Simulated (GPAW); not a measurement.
TiTe2:

```
CELL_PARAMETERS angstrom
3.77700 0.00000 0.00000
-1.88850 3.27098 0.00000
0.00000 0.00000 6.49800
ATOMIC_POSITIONS crystal
Te 0.33333 0.66667 0.73720
Te 0.66667 0.33333 0.26280
Ti 0.00000 0.00000 0.00000
```

```yaml
Program: GPAW 26.7.0
Task: relaxation of cell and atoms
Functional: PBEsol
Dispersion: D3
Potentials_or_basis: PAW data sets generated in the run's folder for this functional
Cutoff: 600 eV
Basis: pw
k_mesh: 7 × 7 × 4
Occupations: fermi-dirac, width 0.05 eV
Spin: no spin polarisation
```

At the start: pressure -3.5 GPa; volume 26.76 Å³/atom.

Problem. Where does the relaxation end?

Solution. Over 9 steps the energy falls by 22.6 meV/atom and the volume is 24.41 Å³/atom (-8.8 %); space group P-3m1 (No. 164, to 0.05 Å).

Step by step:
```tsv
step	energy change (eV)	largest force (eV/Å)	pressure (GPa)	volume (Å³)
1	0.0000	0.1328	-3.49	80.28
2	-0.0130	0.0444	-2.94	79.61
3	-0.0398	0.3661	-0.17	76.44
4	-0.0429	0.3492	-0.14	76.20
5	-0.0629	0.0156	0.19	72.88
6	-0.0644	0.0109	-0.03	73.39
7	-0.0648	0.0128	-0.05	73.43
8	-0.0680	0.0140	-0.12	73.43
9	-0.0679	0.0038	-0.04	73.23
```

Final structure:
```cif
data_structure
_symmetry_space_group_name_H-M 'P 1'
_symmetry_Int_Tables_number 1
_cell_length_a 3.6838
_cell_length_b 3.6838
_cell_length_c 6.2316
_cell_angle_alpha 90.000
_cell_angle_beta 90.000
_cell_angle_gamma 120.000
_cell_volume 73.23
loop_
_atom_site_label
_atom_site_type_symbol
_atom_site_fract_x
_atom_site_fract_y
_atom_site_fract_z
_atom_site_occupancy
Te1 Te 0.33333 0.66667 0.72552 1
Te2 Te 0.66667 0.33333 0.27448 1
Ti1 Ti 0.00000 0.00000 0.00000 1
```

Caveat: later steps reuse the first step's grids.
